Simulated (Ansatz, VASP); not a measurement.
**SnO2: VASP beside Ansatz**

File INCAR:

```
PREC     = Accurate       # precision mode
ENCUT    = 520            # plane-wave cutoff, eV
EDIFF    = 1E-6           # SCF threshold, eV
ISMEAR   = -1             # smearing method
SIGMA    = 0.03           # smearing width, eV
LREAL    = False          # projectors in reciprocal space
LASPH    = True           # aspherical terms in the spheres
NELM     = 60             # most SCF steps
ALGO     = Normal         # electronic algorithm
ISIF     = 2              # what is computed and relaxed
LWAVE    = False          # write WAVECAR
LCHARG   = False          # write CHGCAR
GGA      = PE             # functional
NBANDS   = 35             # bands
```

Contents of KPOINTS:

```
Automatic mesh
0
Gamma
  4 4 6
```

Contents of POSCAR:

```
SnO2
1.0
    4.6733239081      0.0000000000      0.0000000000
    0.0000000000      4.6733239081      0.0000000000
    0.0000000000      0.0000000000      3.1433352615
Sn O
2 4
Direct
    0.0000000000      0.0000000000      0.0000000000
    0.5000000000      0.5000000000      0.5000000000
    0.3056200000      0.3056200000      0.0000000000
    0.1943800000      0.8056200000      0.5000000000
    0.6943800000      0.6943800000      0.0000000000
    0.8056200000      0.1943800000      0.5000000000
```

Input for Ansatz:

```yaml
crystal:
  lattice:
    - [4.6733239081, 0.0, 0.0]
    - [0.0, 4.6733239081, 0.0]
    - [0.0, 0.0, 3.1433352615]
  atoms:
    - { symbol: Sn, position: [0.0, 0.0, 0.0] }
    - { symbol: Sn, position: [0.5, 0.5, 0.5] }
    - { symbol: O, position: [0.30562, 0.30562, 0.0] }
    - { symbol: O, position: [0.19438, 0.80562, 0.5] }
    - { symbol: O, position: [0.69438, 0.69438, 0.0] }
    - { symbol: O, position: [0.80562, 0.19438, 0.5] }
kpoints:
  mp_grid: { grid: [4, 4, 6] }
  band_path:
    path:
      - [0.0, 0.0, 0.0]
      - [0.0, 0.5, 0.0]
      - [0.5, 0.5, 0.0]
      - [0.0, 0.0, 0.0]
      - [0.0, 0.0, 0.5]
      - [0.0, 0.5, 0.5]
      - [0.5, 0.5, 0.5]
      - [0.0, 0.0, 0.5]
      - [0.0, 0.5, 0.0]
    npoints: 5
scf:
  occupations: { method: fermi_dirac, width: 0.03 }
hamiltonian:
  xc: pbe
  pseudopotentials: { kind: all_electron, lapw: { basis_error: 0.001 } }
output:
  forces: true
  stress: true
  eigenvalues: true
```

Change from the starting cell: volume scaled by 0.96.

Alike in both runs: task single point; functional PBE; k mesh 4 × 4 × 6; occupations fermi-dirac, width 0.03 eV; no spin polarisation.

|  | VASP | Ansatz |
| --- | --- | --- |
| version | VASP 6.6.1 | Ansatz 0.2.0 |
| potentials or method | VASP PAW PBE potentials, release 64 (Sn_d, O) | all-electron LAPW, scalar-relativistic |
| plane-wave cutoff (eV) | 520 | see its input |

|  | VASP | Ansatz | Ansatz less VASP |
| --- | --- | --- | --- |
| gap on the k mesh at the Fermi level (eV) | 1.73 | 1.75 | +0.012 |
| pressure (GPa) | 22.0 | 21.2 | -0.85 |
| largest component of the traceless stress (GPa) | 3.64 | 3.39 | -0.249 |
| rms of the force components (eV/Å) | 0.095 | 0.086 | -0.0098 |

Atom by atom the forces differ by 0.010 eV/Å (rms over components). Ansatz ran all-electron here, so the differences hold the error of VASP's frozen core and of both bases.

Caveats: so large a pressure means that the cell lies far from this level's equilibrium, or that cutoff or potentials fall short (VASP); spin-orbit coupling is left out, which moves the levels of the heavy elements.
